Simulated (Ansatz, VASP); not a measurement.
Two plane-wave programs on MgO

```
Mg O
1.0
     3.49477    0.00000    0.00000
    -1.74738    3.02656    0.00000
     0.00000    0.00000    4.19471
Mg O
2 2
Direct
  0.67070 0.34140 0.75000
  0.32930 0.65860 0.25000
  0.66370 0.32740 0.25000
  0.33630 0.67260 0.75000
```

Change from the starting cell: mode 5 frozen in at +0.024 Å, strain +e along z and -e/2 along x and y +0.0000.

Alike in both runs: task single point; functional PBEsol; k mesh 9 × 9 × 6; occupations gaussian, width 0.05 eV; no spin polarisation.

|  | VASP | Ansatz |
| --- | --- | --- |
| version | VASP 6.6.1 | Ansatz 0.2.0 |
| potentials or method | VASP PAW PBE potentials, release 64 (Mg, O) | scalar-relativistic, plane waves, PAW |
| plane-wave cutoff (eV) | 520 | 520 |
| valence electrons in the cell | 16 | 32 |

|  | VASP | Ansatz | Ansatz less VASP |
| --- | --- | --- | --- |
| gap on the k mesh at the Fermi level (eV) | 3.26 | 3.27 | +0.009 |
| least direct gap on the mesh (eV) | 3.26 | 3.27 | +0.009 |
| pressure (GPa) | -0.4 | 0.0 | +0.43 |
| largest component of the traceless stress (GPa) | 0.25 | 0.27 | +0.020 |
| rms of the force components (eV/Å) | 0.081 | 0.081 | -0.0008 |

Atom by atom the forces differ by 0.001 eV/Å (rms over components). The two sets of potentials don't hold the same shells in valence. Ansatz warned: «pseudo_functional_mismatch».

Caveats: the PAW data sets were made with another functional, which shifts forces and pressure a little (VASP).
